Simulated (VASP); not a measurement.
# Pb (P6_3/mmc) in VASP: settings compared

Aim: see how the results for Pb move with the level of theory and the settings. Levels: RPBE, rSCAN, PBE. Tasks: single point, electron localisation function, relaxation of cell and atoms.

All numbers are computed with VASP 6.6.1; they aren't measurements. Logs are shortened: lines on timing, memory, paths and dates and some standing lists are left out, and cuts for length are marked.

**1. The structure**

Symmetry: P6_3/mmc, No. 194, hexagonal system. Conventional cell: a = 3.480 Å, b = 3.480 Å, c = 5.590 Å, α = 90.00°, β = 90.00°, γ = 120.00°. Pb (site symmetry -6m2) has 12 Pb at 3.44 to 3.48 Å as nearest neighbours.

This isn't the form of Pb at room conditions, which is fcc.

**2. Single point, RPBE**

File run.py:

```python
from ase.calculators.vasp import Vasp
from ase.dft.bandgap import bandgap
from ase.io import read

atoms = read('Pb.cif')
calc = Vasp(
    directory='calc',
    xc='rpbe',
    pp='PBE',
    setups='recommended',
    pp_version='54',
    prec='Accurate',
    encut=520,
    ediff=1e-07,
    ismear=0,
    sigma=0.1,
    lreal=False,
    lasph=True,
    nelm=100,
    algo='Normal',
    isif=2,
    lwave=False,
    lcharg=False,
    kpts=[9, 9, 5],
    gamma=True,
    nbands=21,
)
atoms.calc = calc

print('energy (eV):', atoms.get_potential_energy())
print('free energy (eV):', atoms.get_potential_energy(force_consistent=True))
print('forces (eV/A):')
print(atoms.get_forces())
print('stress (eV/A^3, Voigt):', atoms.get_stress())
print('Fermi level (eV):', calc.get_fermi_level())
gap, top, bottom = bandgap(calc)
print('band gap (eV):', gap, 'from (spin, k, band)', top, 'to', bottom)
```

File Pb.cif:

```cif
data_Pb
_cell_length_a 3.48000000
_cell_length_b 3.48000000
_cell_length_c 5.59000000
_cell_angle_alpha 90.00000000
_cell_angle_beta 90.00000000
_cell_angle_gamma 120.00000000
_space_group_name_H-M_alt 'P1'
_space_group_name_Hall 'P 1'
_space_group_IT_number 1
loop_
_space_group_symop_operation_xyz
'x,y,z'
loop_
_atom_site_label
_atom_site_type_symbol
_atom_site_symmetry_multiplicity
_atom_site_Wyckoff_symbol
_atom_site_fract_x
_atom_site_fract_y
_atom_site_fract_z
_atom_site_occupancy
Pb1 Pb 1 a 0.6666666667 0.3333333333 0.7500000000 1
Pb2 Pb 1 a 0.3333333333 0.6666666667 0.2500000000 1
```

Potentials or basis: VASP PAW PBE potentials, release 54 (Pb_d).

Launch:

```bash
$ python run.py
```

Log:

```text
energy (eV): -6.17793147
free energy (eV): -6.18087161
forces (eV/A):
[[ 0. -0.  0.]
 [-0.  0.  0.]]
stress (eV/A^3, Voigt): [-0.02741511 -0.02741511 -0.05247972 -0.         -0.          0.        ]
Fermi level (eV): 7.76485449
band gap (eV): 0.0 from (spin, k, band) (None, None, None) to (None, None, None)
```

OUTCAR:

```text
ENCUT = 520.000000
   EDIFF = 1.00e-07
   GGA = RP
   PREC = Accurate
   ISIF = 2
   ISMEAR = 0
   NELM = 100
   LASPH = .TRUE.
   LREAL = .FALSE.

 ion  position               nearest neighbor table
   1  0.667  0.333  0.750-   2 3.44   2 3.44   2 3.44   2 3.44   2 3.44   2 3.44
   2  0.333  0.667  0.250-   1 3.44   1 3.44   1 3.44   1 3.44   1 3.44   1 3.44

  LATTYP: Found a hexagonal cell.
 ALAT       =     3.4800000000
 C/A-ratio  =     1.6063218391

  Lattice vectors:

 A1 = (   3.4800000000,   0.0000000000,   0.0000000000)
 A2 = (  -1.7400000000,   3.0137684052,   0.0000000000)
 A3 = (   0.0000000000,   0.0000000000,   5.5900000000)

Analysis of symmetry for initial positions (statically):
=====================================================================
 Subroutine PRICEL returns:
 Original cell was already a primitive cell.

 Routine SETGRP: Setting up the symmetry group for a
 hexagonal supercell.

 Subroutine GETGRP returns: Found 24 space group operations
 (whereof 12 operations were pure point group operations)
 out of a pool of 24 trial point group operations.

The static configuration has the point symmetry D_3d.
 The point group associated with its full space group is D_6h.

Analysis of symmetry for dynamics (positions and initial velocities):
=====================================================================
 Subroutine PRICEL returns:
 Original cell was already a primitive cell.

 Routine SETGRP: Setting up the symmetry group for a
 hexagonal supercell.

 Subroutine GETGRP returns: Found 24 space group operations
 (whereof 12 operations were pure point group operations)
 out of a pool of 24 trial point group operations.

The dynamic configuration has the point symmetry D_3d.
 The point group associated with its full space group is D_6h.

 Subroutine INISYM returns: Found 24 space group operations
 (whereof 12 operations are pure point group operations),
 and found     1 'primitive' translations

----------------------------------------------------------------------------------------

                                     Primitive cell

  volume of cell :      58.6274

  direct lattice vectors                    reciprocal lattice vectors
     3.480000000  0.000000000  0.000000000     0.287356322  0.165905250  0.000000000
    -1.740000000  3.013768405  0.000000000     0.000000000  0.331810500  0.000000000
     0.000000000  0.000000000  5.590000000     0.000000000  0.000000000  0.178890877

  length of vectors
     3.480000000  3.480000000  5.590000000     0.331810500  0.331810500  0.178890877

  position of ions in fractional coordinates (direct lattice)
     0.666666667  0.333333333  0.750000000
     0.333333333  0.666666667  0.250000000

  ion indices of the primitive-cell ions
   primitive index   ion index
                 1           1
                 2           2

----------------------------------------------------------------------------------------

 KPOINTS: KPOINTS created by Atomic Simulation Env

Automatic generation of k-mesh.
 Grid dimensions read from file:
 generate k-points for:    9    9    5

 Generating k-lattice:

  Cartesian coordinates                     Fractional coordinates (reciprocal lattice)
     0.031928480  0.018433917  0.000000000     0.111111111 -0.000000000  0.000000000
     0.000000000  0.036867833  0.000000000     0.000000000  0.111111111  0.000000000
     0.000000000  0.000000000  0.035778175     0.000000000  0.000000000  0.200000000

  Length of vectors
     0.036867833  0.036867833  0.035778175

  Shift w.r.t. Gamma in fractional coordinates (k-lattice)
     0.000000000  0.000000000  0.000000000

 Subroutine IBZKPT returns following result:
 ===========================================

 Found     36 irreducible k-points:

 Following reciprocal coordinates:
            Coordinates               Weight
  0.000000  0.000000  0.000000      1.000000
  0.111111  0.000000  0.000000      6.000000
  0.222222  0.000000  0.000000      6.000000
  0.333333  0.000000  0.000000      6.000000
  0.444444  0.000000  0.000000      6.000000
  0.111111  0.111111  0.000000      6.000000
[... 16 lines left out ...]
  0.333333  0.222222  0.200000     24.000000
  0.333333  0.333333  0.200000      4.000000
 [... further k-points ...]
   k-points           NKPTS =     36   k-points in BZ     NKDIM =     36   number of bands    NBANDS=     21
   number of dos      NEDOS =    301   number of ions     NIONS =      2
   total plane-waves  NPLWV =  32928
   dimension x,y,z NGX =    28 NGY =   28 NGZ =   42
   dimension x,y,z NGXF=    56 NGYF=   56 NGZF=   84
   ions per type =               2
   NGX,Y,Z   is equivalent  to a cutoff of  13.38, 13.38, 12.49 a.u.
   NGXF,Y,Z  is equivalent  to a cutoff of  26.75, 26.75, 24.98 a.u.
 SYSTEM =  unknown system
   PREC   = accura    normal or accurate (medium, high low for compatibility)
   ISTART =      0    job   : 0-new  1-cont  2-samecut
   ICHARG =      2    charge: 1-file 2-atom 10-const
   ISPIN  =      1    spin polarized calculation?
   LNONCOLLINEAR =      F non collinear calculations
   LSORBIT =      F    spin-orbit coupling
   LASPH  =      T    aspherical Exc in radial PAW
   ENCUT  =  520.0 eV  38.22 Ry    6.18 a.u.   6.47  6.47 10.39*2*pi/ulx,y,z
   NELM   =    100;   NELMIN=  2; NELMDL= -5     # of ELM steps
   EDIFF  = 0.1E-06   stopping-criterion for ELM
   LREAL  =      F    real-space projection
   EDIFFG = 0.1E-05   stopping-criterion for IOM
   NSW    =      0    number of steps for IOM
   IBRION =     -1    ionic relax: 0-MD 1-quasi-New 2-CG
   NFREE  =      0    steps in history (QN), initial steepest desc. (CG)
   ISIF   =      2    stress and relaxation
   ISYM   =      2    0-nonsym 1-usesym 2-fastsym
   POTIM  = 0.5000    time-step for ionic-motion
   TEBEG  =    0.0;   TEEND  =   0.0 temperature during run
   PSTRESS=    0.0 pullay stress
   NELECT =      28.0000    total number of electrons
   NUPDOWN=      -1.0000    fix difference up-down
   EMIN   =  10.00;   EMAX   =-10.00  energy-range for DOS
   EFERMI =   0.00;   METHOD = LEGACY
   ISMEAR =     0;   SIGMA  =   0.10  broadening in eV -4-tet -1-fermi 0-gaus
   EFERMI_NEDOS =   21; number of points for ismear=-14 and -15
   IALGO  =     38    algorithm
   IMIX   =      4    mixing-type and parameters
     AMIX     =   0.40;   BMIX     =  1.00
     AMIX_MAG =   1.60;   BMIX_MAG =  1.00
  volume/ion in A,a.u.               =      29.31       197.82
  Fermi-wavevector in a.u.,A,eV,Ry     =   1.279658  2.418203 22.279870  1.637524
  Thomas-Fermi vector in A             =   2.412131
   LORBIT       =      0    0 simple, 1 ext, 2 COOP (PROOUT), +10 PAW based schemes
   GGA     = RP    functional components
   LHFCALC =     F    Hartree Fock is set to
   AEXX    =    0.0000 exact exchange contribution
   IVDW    =     0    specifies the selected vdW correction
   LEPSILON=     F    determine dielectric tensor
   LRPA    =     F    only Hartree local field effects (RPA)
 non-spin polarized calculation
 Gauss-broadening in eV      SIGMA  =   0.10
  energy-cutoff  :      520.00
  volume of cell :       58.63
 maximum number of plane-waves:      1595
 NGX is ok and might be reduce to    28
   NGX = 13   NGY = 13   NGZ = 21

 number of electron      28.0000005 magnetization

 Free energy of the ion-electron system (eV)
  ---------------------------------------------------
  ext. energy  EPLUGINS =         0.00000000
  ---------------------------------------------------
  free energy    TOTEN  =        -6.18087161 eV

  energy without entropy =       -6.17499134  energy(sigma->0) =       -6.17793147

 E-fermi :   7.7649     XC(G=0): -10.2545

 val. band max:        7.7614253194   @ k =   0.3333   0.1111   0.2000
 cond. band min:       7.8450029104   @ k =   0.2222   0.1111   0.4000
 fundamental gap:      0.0835775910
 Fermi energy:         7.7648544918

 k-point     1 :       0.0000    0.0000    0.0000
  band No.  band energies     occupation
      1      -9.4063      2.00000
      2      -9.3617      2.00000
      3      -9.3617      2.00000
      4      -9.3577      2.00000
      5      -9.3371      2.00000
      6      -9.3371      2.00000
[... 550 lines left out ...]
      5      -9.2603      2.00000
      6      -9.2603      2.00000
[... 13 lines left out ...]
     20      20.4335      0.00000
     21      20.4336      0.00000

 [... further k-points ...]

------------------------ aborting loop because EDIFF is reached ----------------------------------------

  FORCE on cell =-STRESS in cart. coord.  units (eV):
  Direction    XX          YY          ZZ          XY          YZ          ZX
  --------------------------------------------------------------------------------------
  -------------------------------------------------------------------------------------
  Total        1.6072771      1.6072771      3.0767505      0.0000000      0.0000000      0.0000000
  in kB       43.9238520     43.9238520     84.0817867      0.0000000      0.0000000      0.0000000
  external PRESSURE =      57.3098302 kB  Pullay stress =       0.0000000 kB

 VOLUME and BASIS-vectors are now :
 -----------------------------------------------------------------------------
  energy-cutoff  :      520.00
  volume of cell :       58.63
      direct lattice vectors                 reciprocal lattice vectors
     3.480000000  0.000000000  0.000000000     0.287356322  0.165905250  0.000000000
    -1.740000000  3.013768405  0.000000000     0.000000000  0.331810500  0.000000000
     0.000000000  0.000000000  5.590000000     0.000000000  0.000000000  0.178890877

 POSITION                                       TOTAL-FORCE (eV/Angst)
 -----------------------------------------------------------------------------------
      1.74000      1.00459      4.19250         0.000000     -0.000000      0.000000
     -0.00000      2.00918      1.39750        -0.000000      0.000000      0.000000
 -----------------------------------------------------------------------------------
    total drift:                                0.000000     -0.000000      0.000000

  FREE ENERGIE OF THE ION-ELECTRON SYSTEM (eV)
  ---------------------------------------------------
  free  energy   TOTEN  =        -6.1808716078 eV

  energy  without entropy=       -6.1749913386  energy(sigma->0) =       -6.17793147
```

INCAR:

```text
ENCUT = 520.000000
SIGMA = 0.100000
EDIFF = 1.00e-07
ALGO = Normal
GGA = RP
PREC = Accurate
ISIF = 2
ISMEAR = 0
NBANDS = 21
NELM = 100
LASPH = .TRUE.
LCHARG = .FALSE.
LWAVE = .FALSE.
LREAL = .FALSE.
```

Wall time 22 s (1 thread of Intel Xeon Platinum 8488C (Sapphire Rapids), shared host); peak memory 0.18 GiB.

Results:

* Free energy: -6.1809 eV
* Pressure: 5.7 GPa
* Band gap on the k mesh: none (metal or under the smearing width)

Caveat: the PAW data sets were made with another functional, which shifts forces and pressure a little. Spin-orbit coupling is left out, which matters for the levels of Pb.

**3. Electron localisation function, rSCAN**

File INCAR:

```
PREC = Accurate
ENCUT = 520
EDIFF = 1E-7
ISMEAR = 1
SIGMA = 0.1
LREAL = False
LASPH = True
NELM = 60
ALGO = Normal
ISIF = 2
LWAVE = False
LCHARG = True
METAGGA = RSCAN
LMIXTAU = True
LELF = True
```

File KPOINTS:

```
regular mesh
0
Gamma
  9 9 5
```

File POSCAR:

```
Pb
1.0
    3.4800000000      0.0000000000      0.0000000000
   -1.7400000000      3.0137684052      0.0000000000
    0.0000000000      0.0000000000      5.5900000000
Pb
2
Cartesian
    1.7400000002      1.0045894683      4.1925000000
   -0.0000000002      2.0091789369      1.3975000000
```

Potentials or basis: VASP PAW PBE potentials, release 64 (Pb_d).

Launch:

```bash
$ cat potpaw_PBE.64/Pb_d/POTCAR > POTCAR
$ mpirun -np 1 vasp_std > vasp.out
```

Run time: 2.3 min. Hardware: 1 thread of Intel Xeon Platinum 8488C (Sapphire Rapids), shared host; peak memory 0.19 GiB.

It converged, with:

| Item | Value |
| --- | --- |
| Free energy | -200.0233 eV |
| Pressure | 2.9 GPa |
| Band gap on the k mesh | none (metal or under the smearing width) |

Stress tensor (GPa, compression positive):
```
1.42 0.00 0.00
0.00 1.42 0.00
0.00 0.00 6.00
```

Levels at points of the mesh, in eV from the Fermi level:
```
           k point  band 12  band 13  band 14  band 15  band 16  band 17
(0.00, 0.00, 0.00)    -8.30    -4.50     5.83     5.83     7.82     7.82
```

Caveat: the PAW data sets were made with another functional, which shifts forces and pressure a little. Spin-orbit coupling is left out, which matters for the levels of Pb.

[end of part 1 of 2]
